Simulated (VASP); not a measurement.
# Hg in VASP: the effect of functional

The system is Hg, a slab with vacuum.

```
Hg
1.0
     3.60580    0.00000    0.00000
     1.79952    3.12466    0.00000
     0.00000    0.00000   23.44407
Hg
4
Direct
  0.33434 0.33434 0.31991
  0.66925 0.66925 0.44103
  0.33378 0.33378 0.55897
  0.66869 0.66869 0.68009
```

Alike in all runs:

* Program: VASP 6.6.1
* Task: work function
* Cutoff: 520 eV
* k mesh: 7 × 7 × 1
* Occupations: fermi-dirac, width 0.05 eV
* Spin: no spin polarisation

Question: One run gave: gap on the mesh 1.50 eV. Which functional did it use?
A. PBE
B. PW91
C. PBEsol
D. BLYP
E. revPBE

Answer: D.

| functional | potentials or basis | gap on the mesh (eV) |
| --- | --- | --- |
| LDA | VASP PAW LDA potentials, release 64 (Hg) | 1.32 |
| PBE | VASP PAW PBE potentials, release 64 (Hg) | 1.37 |
| PBEsol | VASP PAW PBE potentials, release 64 (Hg) | 1.34 |
| RPBE | VASP PAW PBE potentials, release 64 (Hg) | 1.41 |
| revPBE | VASP PAW PBE potentials, release 64 (Hg) | 1.41 |
| BLYP | VASP PAW PBE potentials, release 64 (Hg) | 1.50 |
| PW91 | VASP PAW PBE potentials, release 64 (Hg) | 1.35 |

Caveats: spin-orbit coupling is left out, which moves the levels of the heavy elements.

A k mesh can miss the band edges.

Not every run made on this cell is shown here.
